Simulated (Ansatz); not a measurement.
## GaN and the effect of the dispersion correction

The cell as given:

It takes space group P6_3mc (No. 186, hexagonal). Conventional cell: a = 3.180 Å, b = 3.180 Å, c = 5.166 Å, α = 90.00°, β = 90.00°, γ = 120.00°. Around Ga (site symmetry 3m) lie 4 N at 1.94 to 1.95 Å. N (site symmetry 3m) is surrounded by 4 Ga at 1.94 to 1.95 Å.

Kept alike: task relaxation of cell and atoms; functional PBEsol; k mesh 10 × 10 × 5; occupations fermi-dirac, width 0.05 eV; no spin polarisation. Program: Ansatz, Ansatz PAW, cutoff 420 eV. The mesh is that of the run's cell of 4 atoms. No spin-orbit coupling.

```csv
dispersion correction,volume (Å³/atom),first edge of the run's cell (Å),third edge of the run's cell (Å)
D3(BJ),11.182,3.165,5.156
D3(BJ)-ATM,11.213,3.168,5.161
D4,11.179,3.165,5.156
none,11.371,3.183,5.185
```

The relaxations keep at least the cell's symmetry (P6_3mc). Relaxations stop with a little pressure left, so the last digits of a volume or edge aren't settled. Ansatz's relaxations hold a Pulay term in the stress (up to 0.5 GPa here). All rows use potentials made for PBE.

Q: What does the dispersion correction change here?

A: The volume runs from 11.179 (D4) to 11.371 Å³/atom (none). Against no correction: D3(BJ) -1.7 %; D3(BJ)-ATM -1.4 %; D4 -1.7 %. Dispersion terms mostly attract and so lower the volume; the schemes' coefficients and damping set how far. The first edge of the run's cell runs from 3.165 (D3(BJ); D4) to 3.183 Å (none). The third edge of the run's cell runs from 5.156 (D3(BJ); D4) to 5.185 Å (none).
